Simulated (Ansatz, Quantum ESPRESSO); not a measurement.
## W: changing the dispersion correction

The cell as given:

```cif
data_structure
_symmetry_space_group_name_H-M 'Im-3m'
_symmetry_Int_Tables_number 229
_cell_length_a 3.1647
_cell_length_b 3.1647
_cell_length_c 3.1647
_cell_angle_alpha 90.000
_cell_angle_beta 90.000
_cell_angle_gamma 90.000
_cell_volume 31.70
loop_
_atom_site_label
_atom_site_type_symbol
_atom_site_symmetry_multiplicity
_atom_site_Wyckoff_symbol
_atom_site_fract_x
_atom_site_fract_y
_atom_site_fract_z
_atom_site_occupancy
W1 W 2 a 0.00000 0.00000 0.00000 1
```

Kept alike: task relaxation of cell and atoms; functional PBEsol; k mesh 12 × 12 × 12; occupations fermi-dirac, width 0.05 eV; no spin polarisation. Program: Ansatz, Ansatz PAW, cutoff 420 eV. The mesh is that of the run's cell of 1 atom. No spin-orbit coupling.

| dispersion correction | volume (Å³/atom) |
| --- | --- |
| D3(BJ) | 15.317 |
| D3(BJ)-ATM | 15.396 |
| D4 | 15.502 |
| none | 15.695 |

The relaxations keep at least the cell's symmetry (Im-3m). For a metal such a mesh leaves the last digits unconverged. Relaxations stop with a little pressure left, so the last digits of a volume or edge aren't settled. All rows use potentials made for PBE.

**Question.** What does the dispersion correction change here?

**Answer.** The volume runs from 15.317 (D3(BJ)) to 15.695 Å³/atom (none). Against no correction: D3(BJ) -2.4 %; D3(BJ)-ATM -1.9 %; D4 -1.2 %. Dispersion terms mostly attract and so lower the volume; the schemes' coefficients and damping set how far. Measured: 15.8 Å³/atom (arxiv:2311.02034); nearest none, 0.11 Å³/atom off. The runs are for a static lattice. A twin series (Quantum ESPRESSO, GBRV 1.5 PBEsol) moves it by +0.2961 between D3(BJ) and none, against +0.3775 Å³/atom here.
